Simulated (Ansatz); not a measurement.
# Se on Ti(0001): change of the work function, part 2 of 3

How does Se on the fcc site change the work function of Ti(0001) as the layer fills?

Ansatz 0.2.0; plane-wave DFT, PBE, Ansatz PAW.

So far, work function, upper face (eV): step 2 (the clean slab) 4.37.

## 3. Adsorbate added, k-mesh 6×6×1, coverage 0.25 ML

System of this step: Se/Ti(0001). The cell holds 17 atoms: 16 Ti and 1 Se. Cell: a = 5.900 Å, b = 5.900 Å, c = 27.249 Å, α = 90.0°, β = 90.0°, γ = 60.0°. Vacuum lies along c.

The clean slab as it ended is repeated in the plane and the adsorbate is set on one face; the cell's size fixes the coverage, and the k-mesh shrinks with it to keep the sampling density about even. Adsorbate and upper layers relax, since the dipole depends on the height.

input.yaml reads:

```yaml
crystal:
  lattice:
    - [5.9, 0.0, 0.0]
    - [2.95, 5.1095498824, 0.0]
    - [0.0, 0.0, 27.2486426609]
  atoms:
    - { symbol: Ti, position: [0.3333333333, 0.3333333333, 0.3302916814] }
    - { symbol: Ti, position: [0.0, 0.0, 0.4162519264] }
    - { symbol: Ti, position: [0.3333333333, 0.3333333333, 0.5047078509] }
    - { symbol: Ti, position: [0.0, 0.0, 0.5842962151] }
    - { symbol: Ti, position: [0.3333333333, 0.8333333333, 0.3302916814] }
    - { symbol: Ti, position: [0.0, 0.5, 0.4162519264] }
    - { symbol: Ti, position: [0.3333333333, 0.8333333333, 0.5047078509] }
    - { symbol: Ti, position: [0.0, 0.5, 0.5842962151] }
    - { symbol: Ti, position: [0.8333333333, 0.3333333333, 0.3302916814] }
    - { symbol: Ti, position: [0.5, 0.0, 0.4162519264] }
    - { symbol: Ti, position: [0.8333333333, 0.3333333333, 0.5047078509] }
    - { symbol: Ti, position: [0.5, 0.0, 0.5842962151] }
    - { symbol: Ti, position: [0.8333333333, 0.8333333333, 0.3302916814] }
    - { symbol: Ti, position: [0.5, 0.5, 0.4162519264] }
    - { symbol: Ti, position: [0.8333333333, 0.8333333333, 0.5047078509] }
    - { symbol: Ti, position: [0.5, 0.5, 0.5842962151] }
    - { symbol: Se, position: [0.1666666667, 0.1666666667, 0.6697083186] }
kpoints:
  mp_grid: { grid: [6, 6, 1] }
hamiltonian:
  xc: pbe
scf:
  occupations: { method: fermi_dirac, width: 0.1 }
  convergence: { dr2_threshold: 1.0e-08 }
efield:
  axis: 3
  dipole_correction: true
  ramp_position: 0.97
  ramp_width: 0.06
relax:
  f_tol: 0.02
  max_steps: 60
  constraints: [{ sites: [0, 1, 4, 5, 8, 9, 12, 13] }]
output:
  dos: { projected: true, e_range: [-8, 4] }
  write_potential: true
  write_density: true
  volumetric_format: npy
  elf: true
```

Launch:

```console
$ ansatz run input.yaml --threads 4 --pin off --max-ram 6144MiB --backend cpu --events-out ev --progress --plain --runs-dir out
```

Numbers of over 12 decimals in the logs are rounded to 6 here.

The log of the run:

```text
[...]
Crystal: 17 atoms, lattice volume = 821.447 Å³
Basis set: ecut = 420 eV, 15979 PW (Γ), exchange–correlation on 80×80×384 points (8 copies of the dense FFT grid, shifted against one another)
Bands: 125, of which v1, the nominal top of the filled ones, is band 104 counted from 1 (103 counted from 0)
Symmetry: 6 space group operations
[...]
k-points: 7 of 36 (time reversal used)
[...]
SCF iter   1: F=—  HF=-45459.073546 eV  |F-HF|=—  |Δ(HF+E_count)|=         —  Δρ=5.72e-3  dr2=2.77e0  ethr=1.77e-3  p=-0.146 e·Å  D=-3.21e-2 V/Å  ΔV_dip=0.87 eV  dr2_dipole=9.30e-1  V_vac-E_F(+/−)=4.92/4.05 eV  ⟨swp⟩=10.0  Hψ=4127  notcnv=0
[...]
SCF iter  10: F=-45459.020895 eV  HF=-45459.020895 eV  |F-HF|=5.93e-9  |Δ(HF+E_count)|=   5.75e-8  Δρ=8.34e-7  dr2=8.62e-9  ethr=4.81e-12  p=-0.127 e·Å  D=-2.80e-2 V/Å  ΔV_dip=0.76 eV  dr2_dipole=5.26e-10  V_vac-E_F(+/−)=5.18/4.41 eV  ⟨swp⟩=11.7  Hψ=6426  notcnv=0
SCF 1 converged in 10 iterations: F = -45459.020895 eV  dr2 = 8.62e-9
[...]
relax step   1: F+E_penalty+E_count = -45459.02089477 eV  Δ(F+E_penalty+E_count) = +0.000e0 eV  max|allowed force component| = 2.849e0 eV/Å  Δτ_max = 0.0000 Å  (10 SCF iters, accepted)
[...]
SCF iter   1: F=—  HF=-45459.674905 eV  |F-HF|=—  |Δ(HF+E_count)|=         —  Δρ=5.58e-3  dr2=1.38e0  ethr=5.23e-4  p=-0.127 e·Å  D=-2.80e-2 V/Å  ΔV_dip=0.76 eV  dr2_dipole=1.13e-1  V_vac-E_F(+/−)=5.18/4.42 eV  ⟨swp⟩=2.3  Hψ=2603  notcnv=0
[...]
eigensolver tolerance schedule calibrated: the retry pair's looser diagonalisation under-reported the residual by θ = 0.21 (0.27/decade); ethr = c·dr2/N_el runs at the constant in force after the calibration composes with the one it found (an armed cap, an earlier calibration), c = 1.3e-2
[...]
SCF iter   2: F=—  HF=-45459.615872 eV  |F-HF|=—  |Δ(HF+E_count)|=   5.90e-2  Δρ=2.25e-3  dr2=1.28e-1  ethr=8.89e-5  p=-0.070 e·Å  D=-1.54e-2 V/Å  ΔV_dip=0.42 eV  dr2_dipole=9.56e-3  V_vac-E_F(+/−)=4.84/4.42 eV  ⟨swp⟩=3.0  Hψ=1603  notcnv=0
[...]
SCF iter  10: F=-45459.604669 eV  HF=-45459.604669 eV  |F-HF|=3.24e-9  |Δ(HF+E_count)|=   3.15e-8  Δρ=4.38e-7  dr2=4.04e-9  ethr=1.00e-12  p=-0.083 e·Å  D=-1.82e-2 V/Å  ΔV_dip=0.50 eV  dr2_dipole=1.12e-9  V_vac-E_F(+/−)=4.91/4.41 eV  ⟨swp⟩=10.7  Hψ=6059  notcnv=0
SCF 2 converged in 10 iterations: F = -45459.604669 eV  dr2 = 4.04e-9
relax step   2: F+E_penalty+E_count = -45459.60466902 eV  Δ(F+E_penalty+E_count) = -5.838e-1 eV  max|allowed force component| = 1.666e0 eV/Å  Δτ_max = 0.1949 Å  (10 SCF iters, accepted)
[...]
SCF iter  10: F=-45459.789312 eV  HF=-45459.789312 eV  |F-HF|=1.80e-9  |Δ(HF+E_count)|=   1.99e-8  Δρ=4.06e-7  dr2=4.28e-9  ethr=1.48e-12  p=-0.047 e·Å  D=-1.03e-2 V/Å  ΔV_dip=0.28 eV  dr2_dipole=1.23e-9  V_vac-E_F(+/−)=4.69/4.41 eV  ⟨swp⟩=10.1  Hψ=5263  notcnv=0
SCF 3 converged in 10 iterations: F = -45459.789312 eV  dr2 = 4.28e-9
relax step   3: F+E_penalty+E_count = -45459.78931152 eV  Δ(F+E_penalty+E_count) = -1.846e-1 eV  max|allowed force component| = 2.547e-1 eV/Å  Δτ_max = 0.1949 Å  (10 SCF iters, accepted)
[...]
relax step   4: F+E_penalty+E_count = -45459.81167672 eV  Δ(F+E_penalty+E_count) = -2.237e-2 eV  max|allowed force component| = 1.153e-1 eV/Å  Δτ_max = 0.0901 Å  (10 SCF iters, accepted)
[...]
relax step   5: F+E_penalty+E_count = -45459.81501114 eV  Δ(F+E_penalty+E_count) = -3.334e-3 eV  max|allowed force component| = 2.509e-2 eV/Å  Δτ_max = 0.0272 Å  (8 SCF iters, accepted)
SCF iter   1: F=—  HF=-45459.815011 eV  |F-HF|=—  |Δ(HF+E_count)|=         —  Δρ=3.55e-4  dr2=3.96e-3  ethr=6.30e-5  p=-0.050 e·Å  D=-1.10e-2 V/Å  ΔV_dip=0.30 eV  dr2_dipole=2.80e-4  V_vac-E_F(+/−)=4.71/4.41 eV  ⟨swp⟩=2.1  Hψ=1243  notcnv=0
[...]
SCF iter   7: F=-45459.815264 eV  HF=-45459.815264 eV  |F-HF|=7.60e-9  |Δ(HF+E_count)|=   3.69e-8  Δρ=6.91e-7  dr2=6.33e-9  ethr=4.81e-12  p=-0.049 e·Å  D=-1.09e-2 V/Å  ΔV_dip=0.30 eV  dr2_dipole=1.20e-10  V_vac-E_F(+/−)=4.71/4.41 eV  ⟨swp⟩=8.9  Hψ=6853  notcnv=0
SCF 6 converged in 7 iterations: F = -45459.815264 eV  dr2 = 6.33e-9
relax step   6: F+E_penalty+E_count = -45459.81526388 eV  Δ(F+E_penalty+E_count) = -2.527e-4 eV  max|allowed force component| = 1.626e-3 eV/Å  Δτ_max = 0.0122 Å  (7 SCF iters, accepted)
NSCF: frozen V_eff on 7 k-points
[...]
SCF converged after 7 iterations
Free energy (F): -45459.815264 eV
[...]
Internal energy: -45458.843147 eV  (E = F + TS)
E sigma→0 (E₀):  -45459.329205 eV
Entropy (-TS):   -0.972117 eV (-57.183 meV/atom)
Fermi energy:    1.997194 eV
Dipole field:    D = -0.010846 V/Å  (p = -0.049237 e·Å, saw-weighted, corrected)
Work function:   Φ+ = 4.7087 eV   Φ− = 4.4132 eV
[...]
--- Forces (eV/Å), atoms counted from 1 ---
  atom   1  Ti    -0.00600862    -0.00346908     0.59757955
  atom   2  Ti     0.05900424     0.03406611    -0.61543207
  atom   3  Ti     0.00140799     0.00081291    -0.00102246
  atom   4  Ti    -0.00052796    -0.00030482     0.00058315
  atom   5  Ti     0.00000000     0.00693815     0.59757955
  atom   6  Ti    -0.00000000    -0.06813223    -0.61543207
  atom   7  Ti     0.00000000    -0.00162581    -0.00102246
  atom   8  Ti    -0.00000000     0.00060963     0.00058315
  atom   9  Ti     0.00600862    -0.00346908     0.59757955
  atom  10  Ti    -0.05900424     0.03406611    -0.61543207
  atom  11  Ti    -0.00140799     0.00081291    -0.00102246
  atom  12  Ti     0.00052796    -0.00030482     0.00058315
  atom  13  Ti     0.00000000    -0.00000000     0.57210224
  atom  14  Ti    -0.00000000     0.00000000    -0.51917153
  atom  15  Ti     0.00000000     0.00000000    -0.00080425
  atom  16  Ti     0.00000000    -0.00000000     0.00129278
  atom  17  Se     0.00000000     0.00000000     0.00143567
  max |Σ_I F_I| component: 2.06e-5 eV/Å
--- Band table (eV; the first three rows and the last of 7) ---
  k-point 0: bands = [... 100 lower, 2.1151, 2.1209, 2.2509, 2.4220, 2.4220, 2.4311, 2.6046, 2.6758, ... 17 higher]
  k-point 1: bands = [... 100 lower, 2.1018, 2.1217, 2.1820, 2.2914, 2.2976, 2.3450, 2.4062, 2.5511, ... 17 higher]
  k-point 2: bands = [... 100 lower, 1.9331, 1.9528, 1.9893, 2.0172, 2.0766, 2.0971, 2.1699, 2.2561, ... 17 higher]
  k-point 6: bands = [... 100 lower, 1.5130, 1.5379, 1.6593, 1.6924, 1.6950, 1.7858, 1.8940, 1.9551, ... 17 higher]
--- Relaxed structure (6 steps of the walk, 6 accepted, 0 SCFs on fresh bases) ---
  F+E_penalty+E_count = -45459.81526388 eV   max|allowed force component| = 1.626e-3 eV/Å
  atoms:
    - { symbol: Ti, position: [0.333333, 0.333333, 0.330292] }
    - { symbol: Ti, position: [2.6667121670171392e-17, 2.6667121670171407e-17, 0.416252] }
    - { symbol: Ti, position: [0.334369, 0.334369, 0.504997] }
    - { symbol: Ti, position: [-0.00606553, -0.00606553, 0.584518] }
    - { symbol: Ti, position: [0.333333, 0.833333, 0.330292] }
    - { symbol: Ti, position: [0.0, 0.500000, 0.416252] }
    - { symbol: Ti, position: [0.334369, 0.831262, 0.504997] }
    - { symbol: Ti, position: [-0.00606553, 0.512131, 0.584518] }
    - { symbol: Ti, position: [0.833333, 0.333333, 0.330292] }
    - { symbol: Ti, position: [0.5, 2.6667121670171407e-17, 0.416252] }
    - { symbol: Ti, position: [0.831262, 0.334369, 0.504997] }
    - { symbol: Ti, position: [0.512131, -0.00606553, 0.584518] }
    - { symbol: Ti, position: [0.833333, 0.833333, 0.330292] }
    - { symbol: Ti, position: [0.5, 0.500000, 0.416252] }
    - { symbol: Ti, position: [0.833333, 0.833333, 0.501783] }
    - { symbol: Ti, position: [0.5, 0.500000, 0.586318] }
    - { symbol: Se, position: [0.166667, 0.166667, 0.652584] }
```

Elapsed: 5 min, on 4 threads of AMD EPYC 7571, shared host; peak memory 2.6 GiB.

Relaxation path:

| step | energy less that of the first step (eV) | largest force component (eV/Å) |
| --- | --- | --- |
| 1 | 0.0000 | 2.8489 |
| 2 | -0.5838 | 1.6661 |
| 3 | -0.7684 | 0.2547 |
| 4 | -0.7908 | 0.1153 |
| 5 | -0.7941 | 0.0251 |
| 6 | -0.7944 | 0.0016 |

Forces are held to the 6 operations that the run works with; a distortion that breaks them can't arise in this run.

The atoms that moved most (Å):

| atom | dx | dy | dz | length |
| --- | --- | --- | --- | --- |
| Se17 | 0.000 | 0.000 | -0.467 | 0.467 |
| Ti15 | 0.000 | 0.000 | -0.080 | 0.080 |
| Ti8 | 0.000 | 0.062 | 0.006 | 0.062 |
| Ti12 | 0.054 | -0.031 | 0.006 | 0.062 |
| Ti4 | -0.054 | -0.031 | 0.006 | 0.062 |
| Ti16 | 0.000 | 0.000 | 0.055 | 0.055 |
| Ti7 | 0.000 | -0.011 | 0.008 | 0.013 |
| Ti11 | -0.009 | 0.005 | 0.008 | 0.013 |

The relaxed structure:

```cif
data_structure
_symmetry_space_group_name_H-M 'P 1'
_symmetry_Int_Tables_number 1
_cell_length_a 5.9000
_cell_length_b 5.9000
_cell_length_c 27.2486
_cell_angle_alpha 90.000
_cell_angle_beta 90.000
_cell_angle_gamma 60.000
_cell_volume 821.45
loop_
_atom_site_label
_atom_site_type_symbol
_atom_site_fract_x
_atom_site_fract_y
_atom_site_fract_z
_atom_site_occupancy
Ti1 Ti 0.33333 0.33333 0.33029 1
Ti2 Ti 0.00000 0.00000 0.41625 1
Ti3 Ti 0.33437 0.33437 0.50500 1
Ti4 Ti 0.99393 0.99393 0.58452 1
Ti5 Ti 0.33333 0.83333 0.33029 1
Ti6 Ti 0.00000 0.50000 0.41625 1
Ti7 Ti 0.33437 0.83126 0.50500 1
Ti8 Ti 0.99393 0.51213 0.58452 1
Ti9 Ti 0.83333 0.33333 0.33029 1
Ti10 Ti 0.50000 0.00000 0.41625 1
Ti11 Ti 0.83126 0.33437 0.50500 1
Ti12 Ti 0.51213 0.99393 0.58452 1
Ti13 Ti 0.83333 0.83333 0.33029 1
Ti14 Ti 0.50000 0.50000 0.41625 1
Ti15 Ti 0.83333 0.83333 0.50178 1
Ti16 Ti 0.50000 0.50000 0.58632 1
Se17 Se 0.16667 0.16667 0.65258 1
```

This step gave:

```
energy at zero smearing        : -45459.3292 eV
work function, upper face      : 4.709 eV
work function, lower face      : 4.413 eV
dipole along the normal        : -0.04924 e·Å
step between the vacuum levels : 0.2955 eV
```

Running mean over 2.342 Å of the planar mean; the ramp of the sawtooth is left out. Table of electron's electrostatic potential energy less the Fermi level by z:

| z (Å) | electron's electrostatic potential energy less the Fermi level (eV) |
| --- | --- |
| 3.5 | 4.41 |
| 4.0 | 4.41 |
| 4.5 | 4.41 |
| 5.0 | 4.39 |
| 5.5 | 4.35 |
| 6.0 | 4.23 |
| 6.5 | 3.88 |
| 7.0 | 2.88 |
| 7.5 | 0.383 |
| 8.0 | -3.13 |
| 8.5 | -5.88 |
| 9.0 | -6.74 |
| 9.5 | -6.71 |
| 10.0 | -6.59 |
| 10.5 | -6.56 |
| 11.0 | -6.58 |
| 11.5 | -6.58 |
| 12.0 | -6.44 |
| 12.5 | -6.33 |
| 13.0 | -6.38 |
| 13.5 | -6.56 |
| 14.0 | -6.85 |
| 14.5 | -7.32 |
| 15.0 | -7.43 |
| 15.5 | -7.19 |
| 16.0 | -7.00 |
| 16.5 | -6.34 |
| 17.0 | -3.98 |
| 17.5 | -0.913 |
| 18.0 | 1.37 |
| 18.5 | 2.61 |
| 19.0 | 3.51 |
| 19.5 | 4.21 |
| 20.0 | 4.59 |
| 20.5 | 4.68 |
| 21.0 | 4.70 |
| 21.5 | 4.71 |
| 22.0 | 4.71 |
| 22.5 | 4.71 |
| 23.0 | 4.71 |
| 23.5 | 4.71 |
| 24.0 | 4.71 |

The density of states has structure finer than the step of the table below, so its rows give means over 0.2 eV, whole bins alone (the curve runs from -8 to 0.81 eV). Peaks (eV: height): -1.23: 36.0, -0.63: 120, -0.57: 70.8, 0.12: 44.9, 0.24: 48.9, 0.42: 45.2, 0.72: 48.8.

Table of density of states by energy, zero at the Fermi level; means over each step:

| energy (eV) | density of states (states/eV a cell) |
| --- | --- |
| -6.0 | 0 |
| -5.8 | 0.0141 |
| -5.6 | 0.953 |
| -5.4 | 1.08 |
| -5.2 | 1.24 |
| -5.0 | 1.21 |
| -4.8 | 1.53 |
| -4.6 | 3.17 |
| -4.4 | 3.24 |
| -4.2 | 3.07 |
| -4.0 | 2.59 |
| -3.8 | 4.52 |
| -3.6 | 6.11 |
| -3.4 | 9.41 |
| -3.2 | 9.48 |
| -3.0 | 6.78 |
| -2.8 | 8.19 |
| -2.6 | 10.1 |
| -2.4 | 9.95 |
| -2.2 | 16.2 |
| -2.0 | 14.1 |
| -1.8 | 22.7 |
| -1.6 | 22.8 |
| -1.4 | 18.5 |
| -1.2 | 21.4 |
| -1.0 | 19.8 |
| -0.8 | 27.2 |
| -0.6 | 45.0 |
| -0.4 | 15.6 |
| -0.2 | 24.0 |
| 0.0 | 33.9 |
| 0.2 | 34.6 |
| 0.4 | 35.8 |
| 0.6 | 30.2 |

Projected DOS per atom over height of the atomic layer and energy from the Fermi level. Layers: Ti4 Ti4 Ti4 Ti4 Se from below.

Values in states/eV, 22 rows by 5 columns, each cell a mean:
```
2.45 1.87 1.54 1.87 0.18
2.81 1.60 1.39 2.09 0.17
2.08 0.99 0.94 1.36 0.16
1.58 1.81 1.50 1.65 0.37
1.60 1.17 1.29 1.19 0.22
0.92 1.12 1.30 1.16 0.48
1.10 1.36 1.52 1.13 0.88
0.71 1.13 1.03 0.56 0.59
0.45 0.58 0.57 0.36 0.85
0.28 0.31 0.34 0.33 2.23
0.30 0.29 0.30 0.68 4.32
0.16 0.21 0.22 0.31 1.01
0.15 0.16 0.14 0.20 0.36
0.13 0.19 0.20 0.16 0.19
0.03 0.11 0.11 0.04 0.03
0.04 0.11 0.11 0.03 0.02
0.00 0.01 0.01 0.00 0.00
0.00 0.00 0.00 0.00 0.00
0.00 0.00 0.00 0.00 0.00
0.00 0.00 0.00 0.00 0.00
0.00 0.00 0.00 0.00 0.00
0.00 0.00 0.00 0.00 0.00
```
Columns: height of the atomic layer (Å) from 9 to 17.8 (not evenly spaced); rows upwards: energy from the Fermi level (eV) from -7.96 to 0.745.

Electrostatic potential energy in the ca plane at fractional y = 0.000, with atoms of Ti within 0.2 Å of it. With pseudopotentials it is smooth inside the atoms' cores, unlike the true potential.

Ten even steps from '0' (-35 eV) to '9' (7 eV), each cell a mean:
```
89987200047999998500015899999999999999999999
88888521368888888731147899999999999999999999
66788876788876688876678999999999999999999999
45789988898864578988889999999999999999999999
55789887888865578887788999999999999999999999
77888744578877788753368999999999999999999999
88887300158888888510026899999999999999999999
99986200037999998400015899999999999999999999
89987200047999998510026899999999999999999999
88888521368888888742257888999999999999999999
66788876788876678887788766899999999999999999
45789988899864578988888645799999999999999999
55789887889875578888888755799999999999999999
77888744578887788864568877899999999999999999
88887300158998888620037889999999999999999999
99986200037999998400015899999999999999999999
```
Columns run along c (16.0 Å, from fractional 0.33 to 0.91 of the cell; values clipped at the 3rd and 97th percentile), rows up along a (5.9 Å). Atoms in or near the plane, at fractional coordinates: Ti at (0.42, 0.00), Ti at (0.58, 0.99), Ti at (0.42, 0.50), Ti at (0.58, 0.51).

Valence density in the ca plane at fractional y = 0.000, with atoms of Ti within 0.2 Å of it. It is the smooth field of the valence electrons, not physical close to the nuclei.

Values in units of 1e0 e/Å³, 9 rows by 16 columns, each cell a mean:
```
0.2 0.3 4.7 1.2 0.2 0.2 1.9 4.8 0.2 0.0 0.0 0.0 0.0 0.0 0.0 0.0
0.4 0.2 0.4 0.2 0.3 0.3 0.3 0.4 0.1 0.0 0.0 0.0 0.0 0.0 0.0 0.0
0.5 0.2 0.2 0.2 0.3 0.3 0.2 0.3 0.1 0.0 0.0 0.0 0.0 0.0 0.0 0.0
0.2 0.3 3.4 0.9 0.2 0.2 1.4 3.5 0.1 0.0 0.0 0.0 0.0 0.0 0.0 0.0
0.2 0.4 7.3 1.9 0.2 0.2 2.6 6.4 0.3 0.1 0.0 0.0 0.0 0.0 0.0 0.0
0.3 0.2 1.6 0.5 0.2 0.3 0.5 1.2 0.4 0.3 0.0 0.0 0.0 0.0 0.0 0.0
0.5 0.2 0.2 0.2 0.3 0.4 0.2 0.2 0.5 0.5 0.1 0.0 0.0 0.0 0.0 0.0
0.3 0.2 0.9 0.3 0.2 0.3 0.4 0.7 0.4 0.3 0.0 0.0 0.0 0.0 0.0 0.0
0.2 0.4 6.6 1.7 0.2 0.2 2.3 5.6 0.3 0.1 0.0 0.0 0.0 0.0 0.0 0.0
```
Columns run along c (16.0 Å, from fractional 0.33 to 0.91 of the cell), rows up along a (5.9 Å). Atoms in or near the plane, at fractional coordinates: Ti at (0.42, 0.00), Ti at (0.58, 0.99), Ti at (0.42, 0.50), Ti at (0.58, 0.51).

ELF in the ca plane at fractional y = 0.000, with atoms of Ti within 0.2 Å of it. It is the smooth field of the valence electrons, not physical close to the nuclei.

Ten even steps from '0' (0.00) to '9' (0.81), each cell a mean:
```
66752564742577884373472012110000000000000000
22442256422432343146641000000000000000000000
22133222223212123312222211000000000000000000
32125532354113213542345431000000000000000000
32124322244112213422223321000000000000000000
12232134213311233124421110000000000000000000
44652476632555563266661011100000000000000000
78852641652688984371272123321100000000000000
66752564742677884265662377764210000000000000
22442256422432344236523799986420000000000000
22133222124211113321126999998531000000000000
32125532355213212442258999998631000000000000
32124322244212212432147999998631000000000000
12232134213321233223225899997521000000000000
44652476632555564257752588875310000000000000
78852641652688984372372245542100000000000000
```
Columns run along c (16.0 Å, from fractional 0.33 to 0.91 of the cell), rows up along a (5.9 Å). Atoms in or near the plane, at fractional coordinates: Ti at (0.42, 0.00), Ti at (0.58, 0.99), Ti at (0.42, 0.50), Ti at (0.58, 0.51).

The relaxation took 6 steps and lowered the energy by 0.79 eV; the largest force on the free atoms ends at 0.0016 eV/Å.

By hand: a sheet of dipoles makes a step −p/(ε₀A) in the electron's potential. With e/ε₀ = 180.95 V·Å, p = -0.04924 e·Å and A = 30.15 Å², that is −180.95 × (-0.04924) / 30.15 = +0.296 eV, and the two vacuum levels of the run differ by +0.296 eV.

The covered face has 4.71 eV, +0.34 eV against the clean one; the bare back face has moved by -0.01 eV, a measure of how thin the slab is.

[end of part 2 of 3]

[Logs are printed without paths, hosts, clocks, repeated set-up lines and the standing remarks that a program may print on its own settings, such as how far it seeks lower states.]

[Hosts, paths, dates, database ids (printed as entryN), source tags and the programs' standing remarks are cut or masked in the printed files.]

[Maps of the electrostatic potential energy from Ansatz leave out the sawtooth potential of an applied field or a dipole correction, so their vacuum need not be flat; planar profiles and work functions include it.]

[The density of states shown here was stored with 400 of the rows of the run's finer table, so its peaks can read low, often by over a quarter, or be missed, and its means over a window can be off by a tenth or more.]
